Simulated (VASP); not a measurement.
Set up this calculation in VASP 6.6.1, as the native input.

```yaml
Task: single point
Functional: PBE
Potentials_or_basis: VASP PAW PBE potentials, release 64 (Y_sv_GW, N_GW)
Cutoff: 450 eV
k_mesh: 4 × 4 × 4
Occupations: gaussian, width 0.02 eV
Spin: no spin polarisation
Further_INCAR_settings: ALGO = Fast; EDIFF = 1e-06; NBANDS = 15
```

The structure of YN lies in POSCAR:

```
YN
1.0
    0.0000000000      2.4385000000      2.4385000000
    2.4385000000      0.0000000000      2.4385000000
    2.4385000000      2.4385000000      0.0000000000
Y N
1 1
Direct
    0.0000000000      0.0000000000      0.0000000000
    0.5000000000      0.5000000000      0.5000000000
```

The input as run:

INCAR

```
SYSTEM = YN
PREC = Accurate ; ENCUT = 450
EDIFF = 1E-6 ; ISMEAR = 0
SIGMA = 0.02 ; LREAL = .False.
LASPH = .True. ; NELM = 100
ALGO = Fast ; ISIF = 2
LWAVE = .False. ; LCHARG = .True.
GGA = PE ; LELF = .True.
LVHAR = .True. ; NBANDS = 15
```

KPOINTS

```
regular mesh
0
Gamma
  4 4 4
  0 0 0
```

Potentials or basis: VASP PAW PBE potentials, release 64 (Y_sv_GW, N_GW).

Launch:

```sh
$ cat potpaw_PBE.64/Y_sv_GW/POTCAR potpaw_PBE.64/N_GW/POTCAR > POTCAR
$ mpirun -np 1 vasp_std > vasp.out
```

It gave:

| Quantity | Value |
| --- | --- |
| Band gap on the k mesh | 0.10 eV, indirect (least direct gap 0.49 eV) |

Caveat: the k mesh is coarse (spacing up to 0.56 Å⁻¹), so the values aren't converged.

Wall time 6.8 s on 1 thread of Intel(R) Xeon(R) 6975P-C (Granite Rapids), on a shared host, peak memory 0.14 GiB.
